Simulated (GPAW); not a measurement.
# PbSe (Clausthalite) (Fm-3m) in GPAW: a series of runs

One crystal, PbSe (Clausthalite), is run at these levels: SOGGA, RPBE+D3(BJ), AM05+D4; tasks: band structure, equation of state.

Program: GPAW 26.7.0. These are calculated values, not measurements. Logs are shortened: lines on timing, memory, paths and dates and some standing lists are left out, and cuts for length are marked. The log counts tension as positive stress, the text compression.

**The experiment to reproduce.**

A printed reference work, monograph reports, for a bulk crystal of PbSe at 4.2 K: band gap 0.15 eV (direct).

How close the calculation comes is told below.

## (1) The structure

The structure is cubic, space group Fm-3m (No. 225). The conventional cell has a = 6.121 Å, b = 6.121 Å, c = 6.121 Å, α = 90.00°, β = 90.00°, γ = 90.00°. Pb (site symmetry m-3m) is surrounded by 6 Se at 3.06 Å. Se (site symmetry m-3m) has 6 Pb at 3.06 Å as nearest neighbours.

## (2) Band structure, SOGGA, spin-orbit coupling, no magnetisation

Contents of run.py:

```python
import numpy as np
import spglib
from ase import Atoms
from ase.dft.bandgap import bandgap
from ase.io import read, write
from ase.units import GPa
from gpaw import GPAW, PW, setup_paths
from gpaw.spinorbit import soc_eigenstates

setup_paths.insert(0, '.')

atoms = read('PbSe.cif')
cell, positions, numbers = spglib.find_primitive(
    (atoms.cell[:], atoms.get_scaled_positions(), atoms.numbers), symprec=1e-4)
atoms = Atoms(numbers, cell=cell, scaled_positions=positions, pbc=True)

calc = GPAW(mode=PW(600),
            xc='GGA_X_SOGGA+GGA_C_PBE_SOL',
            kpts={'size': (6, 6, 6), 'gamma': True},
            occupations={'name': 'fermi-dirac', 'width': 0.05},
            nbands=19,
            convergence={'density': 1e-05, 'energy': 1e-05},
            maxiter=150,
            txt='gpaw.txt')
atoms.calc = calc
energy = atoms.get_potential_energy()
forces = atoms.get_forces()
stress = atoms.get_stress()
calc.write('gs.gpw')
write('result.traj', atoms)
print(f'Energy: {energy:.6f} eV')
print('Forces (eV/A):')
print(forces.round(4))
print('Stress (GPa):', (stress / GPa).round(3))
print('Fermi level:', round(calc.get_fermi_level(), 4), 'eV')
print(f'Gap: {bandgap(calc)[0]:.4f} eV, direct: {bandgap(calc, direct=True)[0]:.4f} eV')

path = atoms.cell.bandpath('GXWKGLUWLK,UX', npoints=100, eps=1e-4)
bs_calc = calc.fixed_density(kpts=path, symmetry='off', nbands=31,
                             convergence={'bands': 'CBM+6.0', 'eigenstates': 1e-6}, txt='bands.txt')
bs = bs_calc.band_structure()
bs.write('bs.json')
print(f'Gap on the path: {bandgap(bs_calc)[0]:.4f} eV')

soc = soc_eigenstates(bs_calc, theta=90, phi=0)
np.savetxt('soc_bands.dat', soc.eigenvalues(), fmt='%.4f')
mesh = soc_eigenstates('gs.gpw', theta=90, phi=0)
np.savetxt('soc_mesh.dat', mesh.eigenvalues(), fmt='%.4f')
print('Fermi level with spin-orbit coupling:', round(mesh.fermi_level, 4), 'eV')
```

Contents of PbSe.cif:

```cif
data_PbSe
_cell_length_a 6.12130000
_cell_length_b 6.12130000
_cell_length_c 6.12130000
_cell_angle_alpha 90.00000000
_cell_angle_beta 90.00000000
_cell_angle_gamma 90.00000000
_space_group_name_H-M_alt 'Fm-3m'
_space_group_name_Hall '-F 4 2 3'
_space_group_IT_number 225
loop_
_space_group_symop_operation_xyz
'x,y,z'
'-x,-y,-z'
'-y,x,z'
'y,-x,-z'
'-x,-y,z'
'x,y,-z'
'y,-x,z'
'-y,x,-z'
'x,-y,-z'
'-x,y,z'
'-y,-x,-z'
'y,x,z'
'-x,y,-z'
'x,-y,z'
'y,x,-z'
'-y,-x,z'
'z,x,y'
'-z,-x,-y'
'z,-y,x'
'-z,y,-x'
'z,-x,-y'
'-z,x,y'
'z,y,-x'
'-z,-y,x'
'-z,x,-y'
'z,-x,y'
'-z,-y,-x'
'z,y,x'
'-z,-x,y'
'z,x,-y'
'-z,y,x'
'z,-y,-x'
'y,z,x'
'-y,-z,-x'
'x,z,-y'
'-x,-z,y'
'-y,z,-x'
'y,-z,x'
'-x,z,y'
'x,-z,-y'
'-y,-z,x'
'y,z,-x'
'-x,-z,-y'
'x,z,y'
'y,-z,-x'
'-y,z,x'
'x,-z,y'
'-x,z,-y'
'x,y+1/2,z+1/2'
'-x,-y+1/2,-z+1/2'
'-y,x+1/2,z+1/2'
[... 62 lines left out ...]
'-z+1/2,-x,-y+1/2'
'z+1/2,-y,x+1/2'
'-z+1/2,y,-x+1/2'
'z+1/2,-x,-y+1/2'
'-z+1/2,x,y+1/2'
'z+1/2,y,-x+1/2'
'-z+1/2,-y,x+1/2'
'-z+1/2,x,-y+1/2'
'z+1/2,-x,y+1/2'
'-z+1/2,-y,-x+1/2'
'z+1/2,y,x+1/2'
'-z+1/2,-x,y+1/2'
'z+1/2,x,-y+1/2'
'-z+1/2,y,x+1/2'
'z+1/2,-y,-x+1/2'
'y+1/2,z,x+1/2'
'-y+1/2,-z,-x+1/2'
'x+1/2,z,-y+1/2'
'-x+1/2,-z,y+1/2'
'-y+1/2,z,-x+1/2'
'y+1/2,-z,x+1/2'
'-x+1/2,z,y+1/2'
'x+1/2,-z,-y+1/2'
'-y+1/2,-z,x+1/2'
'y+1/2,z,-x+1/2'
'-x+1/2,-z,-y+1/2'
'x+1/2,z,y+1/2'
'y+1/2,-z,-x+1/2'
'-y+1/2,z,x+1/2'
'x+1/2,-z,y+1/2'
'-x+1/2,z,-y+1/2'
'x+1/2,y+1/2,z'
'-x+1/2,-y+1/2,-z'
'-y+1/2,x+1/2,z'
'y+1/2,-x+1/2,-z'
'-x+1/2,-y+1/2,z'
'x+1/2,y+1/2,-z'
'y+1/2,-x+1/2,z'
'-y+1/2,x+1/2,-z'
'x+1/2,-y+1/2,-z'
'-x+1/2,y+1/2,z'
'-y+1/2,-x+1/2,-z'
'y+1/2,x+1/2,z'
'-x+1/2,y+1/2,-z'
'x+1/2,-y+1/2,z'
'y+1/2,x+1/2,-z'
'-y+1/2,-x+1/2,z'
'z+1/2,x+1/2,y'
'-z+1/2,-x+1/2,-y'
'z+1/2,-y+1/2,x'
'-z+1/2,y+1/2,-x'
'z+1/2,-x+1/2,-y'
'-z+1/2,x+1/2,y'
'z+1/2,y+1/2,-x'
'-z+1/2,-y+1/2,x'
'-z+1/2,x+1/2,-y'
'z+1/2,-x+1/2,y'
'-z+1/2,-y+1/2,-x'
'z+1/2,y+1/2,x'
'-z+1/2,-x+1/2,y'
'z+1/2,x+1/2,-y'
'-z+1/2,y+1/2,x'
'z+1/2,-y+1/2,-x'
'y+1/2,z+1/2,x'
'-y+1/2,-z+1/2,-x'
'x+1/2,z+1/2,-y'
'-x+1/2,-z+1/2,y'
'-y+1/2,z+1/2,-x'
'y+1/2,-z+1/2,x'
'-x+1/2,z+1/2,y'
'x+1/2,-z+1/2,-y'
'-y+1/2,-z+1/2,x'
'y+1/2,z+1/2,-x'
'-x+1/2,-z+1/2,-y'
'x+1/2,z+1/2,y'
'y+1/2,-z+1/2,-x'
'-y+1/2,z+1/2,x'
'x+1/2,-z+1/2,y'
'-x+1/2,z+1/2,-y'
loop_
_atom_site_label
_atom_site_type_symbol
_atom_site_symmetry_multiplicity
_atom_site_Wyckoff_symbol
_atom_site_fract_x
_atom_site_fract_y
_atom_site_fract_z
_atom_site_occupancy
Pb1 Pb 4 a 0.0000000000 0.0000000000 0.0000000000 1
Se1 Se 4 b 0.5000000000 0.0000000000 0.0000000000 1
```

Potentials or basis: PAW data sets generated in the run's folder for this functional, pw.

Started as:

```console
gpaw-setup -f GGA_X_SOGGA+GGA_C_PBE_SOL Pb Se
OMP_NUM_THREADS=1 python run.py
```

gpaw.txt:

```text
__  _  _
 | _ |_)|_||  |
 |__||  | ||/\| - 26.7.0

Input parameters:
  mode=PW(ecut=600.0),
  convergence={'density': 1e-05, 'energy': 1e-05},
  kpts=MonkhorstPack(size=(6, 6, 6), gamma=True),
  maxiter=150,
  nbands=19,
  occupations=Occupations(name='fermi-dirac', width=0.05),
  xc=XC(name='GGA_X_SOGGA+GGA_C_PBE_SOL')

Diagonalizing LCAO Hamiltonian
Converting LCAO to pw mode

                Se

       Pb

Atoms  # Å, Bohr magnetons
|   | symbol |        x |        y |        z |    initial magnetic moments |
|---|--------|----------|----------|----------|-----------------------------|
| 0 |     Pb | 0.000000 | 0.000000 | 0.000000 | ( 0.0000,  0.0000,  0.0000) |
| 1 |     Se | 3.060650 | 3.060650 | 3.060650 | ( 0.0000,  0.0000,  0.0000) |

Unit cell  # Å
| periodic |        x |        y |        z |  lengths |    angles |
|----------|----------|----------|----------|----------|-----------|
|      yes | 0.000000 | 3.060650 | 3.060650 | 4.328413 | 60.000000 |
|      yes | 3.060650 | 0.000000 | 3.060650 | 4.328413 | 60.000000 |
|      yes | 3.060650 | 3.060650 | 0.000000 | 4.328413 | 60.000000 |

Number of symmetries: 48
Symmetry operations  # r_c * U_cc + t_c -> r_c
|    | kind |            matrix            |
|----|------|------------------------------|
|  0 |  σ   |  1, 0, 0,  1, 0,-1,  1,-1, 0 |
|  1 |  C2  |  1, 0, 0,  1,-1, 0,  1, 0,-1 |
|  2 |  E   |  1, 0, 0,  0, 1, 0,  0, 0, 1 |
|  3 |  σ   |  1, 0, 0,  0, 0, 1,  0, 1, 0 |
|  4 |  C4  |  1, 0,-1,  1, 0, 0,  1,-1, 0 |
|  5 |  S6  |  1, 0,-1,  1,-1, 0,  1, 0, 0 |
|  6 |  σ   |  1, 0,-1,  0, 1,-1,  0, 0,-1 |
|  7 |  C3  |  1, 0,-1,  0, 0,-1,  0, 1,-1 |
|  8 |  S6  |  1,-1, 0,  1, 0, 0,  1, 0,-1 |
|  9 |  C4  |  1,-1, 0,  1, 0,-1,  1, 0, 0 |
| 10 |  C3  |  1,-1, 0,  0,-1, 1,  0,-1, 0 |
| 11 |  σ   |  1,-1, 0,  0,-1, 0,  0,-1, 1 |
| 12 |  σ   |  0, 1, 0,  1, 0, 0,  0, 0, 1 |
| 13 |  C4  |  0, 1, 0,  0, 1,-1, -1, 1, 0 |
| 14 |  C3  |  0, 1, 0,  0, 0, 1,  1, 0, 0 |
| 15 |  S6  |  0, 1, 0, -1, 1, 0,  0, 1,-1 |
| 16 |  C2  |  0, 1,-1,  1, 0,-1,  0, 0,-1 |
| 17 |  σ   |  0, 1,-1,  0, 1, 0, -1, 1, 0 |
| 18 |  S4  |  0, 1,-1,  0, 0,-1,  1, 0,-1 |
| 19 |  C4  |  0, 1,-1, -1, 1, 0,  0, 1, 0 |
| 20 |  C3  |  0, 0, 1,  1, 0, 0,  0, 1, 0 |
| 21 |  σ   |  0, 0, 1,  0, 1, 0,  1, 0, 0 |
| 22 |  S6  |  0, 0, 1,  0,-1, 1, -1, 0, 1 |
| 23 |  C4  |  0, 0, 1, -1, 0, 1,  0,-1, 1 |
| 24 |  S4  |  0, 0,-1,  1, 0,-1,  0, 1,-1 |
| 25 |  C3  |  0, 0,-1,  0, 1,-1,  1, 0,-1 |
| 26 |  C2  |  0, 0,-1,  0,-1, 0, -1, 0, 0 |
| 27 |  S6  |  0, 0,-1, -1, 0, 0,  0,-1, 0 |
| 28 |  S4  |  0,-1, 1,  1,-1, 0,  0,-1, 0 |
| 29 |  C4  |  0,-1, 1,  0, 0, 1, -1, 0, 1 |
| 30 |  C2  |  0,-1, 1,  0,-1, 0,  1,-1, 0 |
| 31 |  σ   |  0,-1, 1, -1, 0, 1,  0, 0, 1 |
| 32 |  C3  |  0,-1, 0,  1,-1, 0,  0,-1, 1 |
| 33 |  S6  |  0,-1, 0,  0, 0,-1, -1, 0, 0 |
| 34 |  S4  |  0,-1, 0,  0,-1, 1,  1,-1, 0 |
| 35 |  C2  |  0,-1, 0, -1, 0, 0,  0, 0,-1 |
| 36 |  C2  | -1, 1, 0,  0, 1, 0,  0, 1,-1 |
| 37 |  S6  | -1, 1, 0,  0, 1,-1,  0, 1, 0 |
| 38 |  S4  | -1, 1, 0, -1, 0, 1, -1, 0, 0 |
| 39 |  C3  | -1, 1, 0, -1, 0, 0, -1, 0, 1 |
| 40 |  S6  | -1, 0, 1,  0, 0, 1,  0,-1, 1 |
| 41 |  C2  | -1, 0, 1,  0,-1, 1,  0, 0, 1 |
| 42 |  C3  | -1, 0, 1, -1, 1, 0, -1, 0, 0 |
| 43 |  S4  | -1, 0, 1, -1, 0, 0, -1, 1, 0 |
| 44 |  C2  | -1, 0, 0,  0, 0,-1,  0,-1, 0 |
| 45 |  i   | -1, 0, 0,  0,-1, 0,  0, 0,-1 |
| 46 |  σ   | -1, 0, 0, -1, 1, 0, -1, 0, 1 |
| 47 |  C2  | -1, 0, 0, -1, 0, 1, -1, 1, 0 |

BZ-sampling:
  Number of BZ points: 216
  Number of IBZ points: 16

  Monkhorst-Pack size: [6, 6, 6]
  Monkhorst-Pack shift: [0.08333333333333333, 0.08333333333333333, 0.08333333333333333]

K-points  # in reciprocal-cell coordinates
|     |                                coordinates |     weight |
|-----|--------------------------------------------|------------|
|   0 | (  0.00000000,   0.00000000,   0.00000000) | 0.00462963 |
|   1 | (  0.16666667,   0.16666667,   0.00000000) | 0.02777778 |
|   2 | (  0.16666667,   0.16666667,   0.16666667) | 0.03703704 |
|   3 | (  0.33333333,   0.16666667,   0.16666667) | 0.05555556 |
|   4 | (  0.33333333,   0.33333333,  -0.33333333) | 0.05555556 |
|   5 | (  0.33333333,   0.33333333,   0.00000000) | 0.02777778 |
|   6 | (  0.33333333,   0.33333333,   0.16666667) | 0.11111111 |
|   7 | (  0.33333333,   0.33333333,   0.33333333) | 0.03703704 |
|   8 | (  0.50000000,   0.33333333,  -0.33333333) | 0.11111111 |
|   9 | (  0.50000000,   0.33333333,  -0.16666667) | 0.05555556 |
| ... |                                            |            |
|  15 | (  0.50000000,   0.50000000,   0.50000000) | 0.01851852 |

Plane wave coefficients: 1936
Cutoff: 600.0 eV

Spin-components: 1 (collinear spins)
Bands:           19
Projectors:      11
Spin-degeneracy: 2
Datatype:        complex128

Parallelization:
  kpt:    1
  domain: 1
  band:   1

Density:
  Valence electrons: 20.0
  Components: 1
  Grid points: [25 25 25]
  Charge: 0.0  # |e|

Potential:
  Grid points: [25 25 25]

species:
  Pb:
    name:    Lead
    Z:       82.0
    valence: 14
    core:    68
    charge:  0.0  # [|e|]
    compensation charges:
      type: gauss
      rc: 0.38  # [Å]
      lmax: 2
    cutoffs:
      filter: 2.36  # [Å]
      core: 2.43  # [Å]
    projectors
    | kind |    occ | energy [eV] | rcut [Å] |
    |------|--------|-------------|----------|
    |   6s |  2.000 |     -12.037 |    1.259 |
    |   6p |  2.000 |      -3.539 |    1.275 |
    |   5d | 10.000 |     -21.206 |    1.217 |
    |    s |        |      15.174 |    1.259 |
    |    p |        |      23.673 |    1.275 |
    |    d |        |       6.005 |    1.217 |

    Using partial waves for Pb as LCAO basis

  Se:
    name:    Selenium
    Z:       34.0
    valence: 6
    core:    28
    charge:  0.0  # [|e|]
    compensation charges:
      type: gauss
      rc: 0.27  # [Å]
      lmax: 2
    cutoffs:
      filter: 1.77  # [Å]
      core: 2.67  # [Å]
    projectors
    | kind |    occ | energy [eV] | rcut [Å] |
    |------|--------|-------------|----------|
    |   4s |  2.000 |     -17.294 |    0.847 |
    |   4p |  4.000 |      -6.521 |    1.005 |
    |    s |        |       9.918 |    0.847 |
    |    p |        |      20.690 |    1.005 |
    |    d |        |       0.000 |    0.847 |

    Using partial waves for Se as LCAO basis

Reference energy: -633179.954633  # eV

eigensolver:
  PPCG
  Converge bands: occupied
  niter=2

density mixing:
  MSR1-Mixer
  Pratt-step length: 0.05
  Maximum mixing coefficient: 0.75
  Old densities: 10
  SVD Regularization: 0.005
  Good broyden scale: 1.0
  Trust region scale: 1.0
  Backstep threshold: 4.0
  History deletion threshold: 6.0
  Fourier metric: weight=20.0, sigma=0.015

occupation numbers:
  Fermi-Dirac:
    width: 0.0500  # eV

poisson solver:
  ecut: 4800.0  # eV

xc functional:
  name: GGA_X_SOGGA+GGA_C_PBE_SOL with 2 nearest neighbor stencil

convergence criteria:
- Maximum integral of absolute [dens]ity change: 1e-05 electrons / valence electron
- Maximum [total energy] change in last 3 cyles: 1e-05 eV / valence electron
- Maximum integral of absolute [eigenst]ate change: 4e-08 eV^2 / valence electron
maximum number of iterations: 150

SCF iterations
|iter     | |      energy | eigst |  dens |
|---------|-|-------------|-------|-------|
|iter:   1| |   -9.463921 | -0.21 |       |
|iter:   2| |   -9.410972 | -2.06 | -1.26 |
|iter:   3| |   -9.232577 | -2.03 | -1.31 |
|iter:   4| |   -9.231803 | -3.89 | -1.91 |
|iter:   5| |   -9.231822 | -4.54 | -2.33 |
|iter:   6| |   -9.231834c| -5.74 | -3.30 |
|iter:   7| |   -9.231835c| -6.79 | -3.86 |
|iter:   8| |   -9.231835c| -7.77c| -4.56 |
|iter:   9| |   -9.231835c| -7.96c| -5.31c|

Converged in 9 steps
Energy contributions relative to reference atoms: (reference = -633179.954633)

Energy contributions:
  Kinetic:          16.090381
  Coulomb:         -16.699211
  Zero:             -0.075765
  External:          0.000000
  Xc:               -8.546374
  Entropy:          -0.001734
  Spinorbit:         0.000000
  ----------------------------
  Free energy:      -9.232702
  Extrapolated:     -9.231835

dipole moment: (-25.904015, -25.904015, -25.904015)  # |e|*Ang

Fermi level: 6.045
Eigenvalues  # (at kpt = [0.000, 0.000, 0.000])
| band index |      eig [eV] | occ [0-2] |
|------------|---------------|-----------|
|          0 |       -10.810 |     2.000 |
|        ... |               |           |
|          2 |       -10.806 |     2.000 |
|          3 |       -10.806 |     2.000 |
|          4 |       -10.806 |     2.000 |
|          5 |        -7.664 |     2.000 |
|          6 |        -0.329 |     2.000 |
|          7 |         4.053 |     2.000 |
[... 9 lines left out ...]
|         17 |        14.206 |     0.000 |
|         18 |        14.912 |     0.000 |

Gap: 0.153 eV
Transition (v -> c):
  (s=0, k=15, n=9, [0.50, 0.50, 0.50]) -> (s=0, k=15, n=10, [0.50, 0.50, 0.50])
No difference between direct/indirect transitions

Forces  # eV/Ang
|        x |       y |       z |
|----------|---------|---------|
|  0.00000 | 0.00000 | 0.00000 |  # Pb   0
| -0.00000 | 0.00000 | 0.00000 |  # Se   1

Stress tensor  # eV/Ang^3
|        x |         y |         z |
|----------|-----------|-----------|
| 0.005698 |  0.000000 |  0.000000 |
| 0.000000 |  0.005698 | -0.000000 |
| 0.000000 | -0.000000 |  0.005698 |

# Writing to gs.gpw (mode='')
```

Wall time 61 s (1 thread of Arm Neoverse V2, shared host); peak memory 0.34 GiB.

What came out:

* Free energy: -9.2327 eV
* Pressure: -0.9 GPa
* Band gap on the k mesh: 0.47 eV, direct
* Band gap along the path: 0.44 eV, indirect (least direct gap 0.51 eV)

Levels at the corners of the path, in eV from the valence-band top:
```csv
point,band 17,band 18,band 19,band 20,band 21,band 22,band 23,band 24
Γ,-1.26,-1.26,-1.26,-1.26,3.11,3.11,6.03,6.03
X,-3.19,-3.19,-2.60,-2.60,3.98,3.98,4.70,4.70
W,-3.77,-3.77,-0.38,-0.38,1.95,1.95,5.21,5.21
K,-2.53,-2.53,-1.91,-1.91,3.22,3.22,4.52,4.52
Γ,-1.26,-1.26,-1.26,-1.26,3.11,3.11,6.03,6.03
L,-0.96,-0.96,-0.10,-0.10,0.44,0.44,1.72,1.72
U,-2.53,-2.53,-1.91,-1.91,3.22,3.22,4.52,4.52
W,-3.77,-3.77,-0.38,-0.38,1.95,1.95,5.21,5.21
L,-0.96,-0.96,-0.10,-0.10,0.44,0.44,1.72,1.72
K,-2.53,-2.53,-1.91,-1.91,3.22,3.22,4.52,4.52
U,-2.53,-2.53,-1.91,-1.91,3.22,3.22,4.52,4.52
X,-3.19,-3.19,-2.60,-2.60,3.98,3.98,4.70,4.70
```

Caveat: spin-orbit coupling was added after a scalar SCF, so levels and gaps hold it while energy, forces, pressure and moments don't; this program's spin-orbit splittings come out too wide for heavy elements.

(Part 1 of 3 ends here.)
